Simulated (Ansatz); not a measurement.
## Compressing ZnAu: a fit and a missing row

ZnAu, Pm-3m, a = 3.128 Å. The structure is a COD entry; whether it is the stable form wasn't checked. Ansatz: PBEsol, PAW, 420 eV, Γ-centred 14×14×14 mesh on 2 atoms, Gaussian smearing 0.10 eV; no spin polarisation. Symmetry fixes shape and atoms, so the cell is only scaled; pressure is positive in compression.

| V (Å³/atom) | P (GPa) |
| --- | --- |
| 13.469 | ? |
| 13.928 | 17.36 |
| 14.387 | 10.43 |
| 14.846 | 4.71 |
| 15.306 | 0.00 |
| 15.765 | -3.87 |
| 16.224 | -7.06 |
| 16.836 | -10.43 |

**Question.** Take V0 = 15.306 Å³/atom, fit the third-order Birch–Murnaghan form to the other rows, and predict the missing pressure.

**Answer.** With the Eulerian strain f = ½[(V0/V)^(2/3) − 1] and y = P/[3f(1 + 2f)^(5/2)], the form is the line y = B0 + 1.5 B0 (B0′ − 4) f. Rows (f, y): 0.03246, 152.3; 0.02107, 148.8; 0.01028, 145.1; -0.00975, 139.0; -0.01904, 136.2; -0.03077, 132.4. Means f = 0.0007083, y = 142.30; Σ(Δf)² = 0.003005, ΣΔfΔy = 0.9433; the slope is their ratio. y = 142.1 + 313.9 f GPa, so B0 = 142.1 GPa and B0′ = 4 + 2 × (313.9)/(3 × 142.1) = 5.47. At V = 13.469, f = 0.04449, y = 156.07 and P = 25.78 GPa. The run gave 25.75 GPa, so the fit is 0.03 GPa too high, a small miss on the scale of the series.

Spin–orbit coupling is left out, which can shift energies with elements as heavy as these.